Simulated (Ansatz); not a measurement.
# MoS2: how the settings move a single-point run

How sensitive is a single-point run of MoS2 to its settings? A reference run comes first, then four runs with altered input. The cell is built on a prototype (CdCl2 type) and needn't be the phase found in nature.

Program: Ansatz 0.2.0. Level of theory: reference: DFT, HSE06, plane waves, PAW. These are calculated values, not measurements.

4 further runs of the same task are left out: 1 for a known fault of the program, 3 that didn't finish.

### Step 1. The structure to begin with

It takes space group R-3m (No. 166, trigonal). The conventional cell has a = 3.193 Å, b = 3.193 Å, c = 18.232 Å, α = 90.00°, β = 90.00°, γ = 120.00°. Mo (site symmetry -3m) is surrounded by 6 S at 2.42 Å. S (site symmetry 3m) has 3 Mo at 2.42 Å as nearest neighbours.

Coordinates:

```
Mo S
1.0
     1.59653    0.92176    6.07723
    -1.59653    0.92176    6.07723
     0.00000   -1.84351    6.07723
Mo S
1 2
Direct
  0.00000 0.00000 0.00000
  0.24743 0.24743 0.24743
  0.75257 0.75257 0.75257
```

### Step 2. The reference run

Contents of input.yaml:

```yaml
crystal:
  lattice:
    - [1.5965300489, 0.9217570535, 6.0772313985]
    - [-1.5965300489, 0.9217570535, 6.0772313985]
    - [0.0, -1.843514107, 6.0772313985]
  atoms:
    - { symbol: Mo, position: [0.0, 0.0, 0.0] }
    - { symbol: S, position: [0.2474267338, 0.2474267338, 0.2474267338] }
    - { symbol: S, position: [0.7525732662, 0.7525732662, 0.7525732662] }
kpoints:
  mp_grid: { grid: [4, 4, 4] }
hamiltonian:
  xc: hse06
scf:
  occupations: { method: fermi_dirac, width: 0.02 }
  n_extra_bands: 4
output:
  forces: true
  stress: true
  eigenvalues: true
  write_density: true
  write_potential: true
  elf: true
  volumetric_format: npy
```

The run is started by

```
$ ansatz run input.yaml --threads 4 --pin off --max-ram 3686MiB --backend cpu --events-out ev --progress --plain --runs-dir out
```

### Step 3. Changing settings: exchange pbe, correlation pbe, coeff 0.15, omega 0.5

Edit input.yaml of step 2 so:

```diff
@@ -12,3 +12,3 @@
 hamiltonian:
-  xc: hse06
+  xc: { exchange: pbe, correlation: pbe, exx: { coeff: 0.15, omega: 0.5 } }
 scf:
@@ -20,5 +20 @@
   eigenvalues: true
-  write_density: true
-  write_potential: true
-  elf: true
-  volumetric_format: npy
```

### Step 4. Variant: exchange pbe, correlation pbe, coeff 0.4, omega 0.2078

Edit input.yaml of step 2 so:

```diff
@@ -12,3 +12,6 @@
 hamiltonian:
-  xc: hse06
+  xc:
+    exchange: pbe
+    correlation: pbe
+    exx: { coeff: 0.4, omega: 0.2078 }
 scf:
@@ -20,5 +23 @@
   eigenvalues: true
-  write_density: true
-  write_potential: true
-  elf: true
-  volumetric_format: npy
```

### Step 5. Changed: exchange pbe, correlation pbe, coeff 0.05, omega 0.2078

Edit input.yaml of step 2 so:

```diff
@@ -12,3 +12,6 @@
 hamiltonian:
-  xc: hse06
+  xc:
+    exchange: pbe
+    correlation: pbe
+    exx: { coeff: 0.05, omega: 0.2078 }
 scf:
@@ -20,5 +23 @@
   eigenvalues: true
-  write_density: true
-  write_potential: true
-  elf: true
-  volumetric_format: npy
```

### Step 6. Changed: occupations.method gaussian, occupations.width 0.05

Edit input.yaml of step 2 so:

```diff
@@ -14,3 +14,3 @@
 scf:
-  occupations: { method: fermi_dirac, width: 0.02 }
+  occupations: { method: gaussian, width: 0.05 }
   n_extra_bands: 4
@@ -20,5 +20 @@
   eigenvalues: true
-  write_density: true
-  write_potential: true
-  elf: true
-  volumetric_format: npy
```

Before running it: what results should come out? Wanted: for each run, ending; energy change; pressure; gap; force.

As calculated:

| run | ending | energy change | pressure (GPa) | gap (eV) | force (eV/Å) | cycles | time |
| --- | --- | --- | --- | --- | --- | --- | --- |
| reference | converged | 0 | -1.2 | 0.00 | 0.74 | 28 | 22 s |
| 1: exchange pbe, correlation pbe, coeff 0.15, omega 0.5 | converged | not comparable | 1.1 | 0.00 | 0.22 | 23 | 19 s |
| 2: exchange pbe, correlation pbe, coeff 0.4, omega 0.2078 | converged | not comparable | -3.7 | 0.00 | 1.09 | 53 | 30 s |
| 3: exchange pbe, correlation pbe, coeff 0.05, omega 0.2078 | converged | not comparable | 2.1 | 0.00 | 0.10 | 22 | 20 s |
| 4: occupations.method gaussian, occupations.width 0.05 | converged | +0.1 meV/atom (σ→0) | -1.2 | 0.00 | 0.73 | - | 21 s |

Times don't compare one to one where runs were asked for different outputs or read a saved state (see the inputs); cycles may leave out searches for a lower state.

Residual by cycle in the longest SCF loop of each run; runs are numbered as in the table. The quantity is the density residual dr2, in eV.

| cycle | reference | run 1 | run 2 | run 3 | run 4 |
| --- | --- | --- | --- | --- | --- |
| 1 | 0.0524 | 0.0513 | 7.4e-5 | 0.0502 | 0.0525 |
| 2 | 0.00404 | 0.00407 | 3.0e-5 | 0.00406 | 0.00407 |
| 3 | 0.00101 | 0.00103 | 2.4e-5 | 0.00104 | 0.00103 |
| 4 | 1.1e-4 | 1.2e-4 | 8.1e-6 | 1.2e-4 | 1.1e-4 |
| 5 | 1.0e-5 | 1.0e-5 | 6.1e-6 | 1.1e-5 | 1.0e-5 |
| 6 | 5.0e-6 | 5.2e-6 | 2.4e-6 | 5.5e-6 | 5.0e-6 |
| 7 | 9.4e-7 | 9.6e-7 | 1.8e-6 | 1.0e-6 | 9.7e-7 |
| 8 | 2.3e-7 | 2.3e-7 | 8.4e-7 | 2.5e-7 | 2.1e-7 |
| 9 | 3.4e-8 | 3.4e-8 | 3.1e-6 | 3.9e-8 | 2.9e-8 |
| 10 | 1.8e-10 | 2.3e-10 | 3.0e-8 | 2.3e-10 | 2.0e-10 |
| 11 | - | - | 2.2e-9 | - | - |
| 12 | - | - | 3.5e-11 | - | - |

**Reading.** «occupations.method gaussian, occupations.width 0.05» moves the energy by +0.1 meV/atom. The reference leaves spin out although Mo can carry a moment, so its state need not be the lowest.
